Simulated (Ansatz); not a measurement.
# MgSe: frozen-core PAW against all-electron methods

```yaml
crystal:
  lattice:
    - [0.00000, 2.75410, 2.75410]
    - [2.75410, 0.00000, 2.75410]
    - [2.75410, 2.75410, 0.00000]
  atoms:
    - { symbol: Mg, position: [0.00000, 0.00000, 0.00000] }
    - { symbol: Se, position: [0.50000, 0.50000, 0.50000] }
```

Atom numbers follow the list: Mg1, Se2.

The structure comes from a relaxation in the same program, started in the rocksalt type, and has space group Fm-3m. Whether it is a known phase or the ground state wasn't checked.

Levels of theory: DFT, PBE, PAW with Ansatz's default frozen-core files, scalar-relativistic (Ansatz 0.2.0); DFT, PBE, all-electron PAW with datasets made for the crystal, scalar-relativistic (Ansatz 0.2.0); DFT, PBE, all-electron LAPW, scalar-relativistic (Ansatz 0.2.0).

For PAW: a Γ-centred 11×11×11 k mesh, Fermi–Dirac smearing of 0.03 eV, cutoff 420 eV, no spin polarisation. The crystal-made all-electron datasets (AE datasets) take a cutoff of 160 eV at this cell. LAPW targets a basis error of 0.25 meV/atom. The Ansatz runs share mesh, smearing and spin set-up. Plane-wave (PAW) pressures include the program's estimate of the Pulay term.

Stress and pressure are positive in compression.

Levels count from the top of the valence band.

```tsv
quantity	PAW	AE datasets	LAPW
pressure (GPa)	0.00	-0.01	0.00
band gap (eV)	1.773	1.768	1.767
highest filled level at U (eV)	-1.368	-1.368	-1.368
lowest empty level at U (eV)	3.019	3.016	3.016
highest filled level at X (eV)	-1.706	-1.706	-1.707
lowest empty level at X (eV)	1.773	1.768	1.767
highest filled level at K (eV)	-1.368	-1.368	-1.368
lowest empty level at K (eV)	3.019	3.016	3.016
```

PAW's pressure differs from the LAPW value by about 0.01 GPa or less.
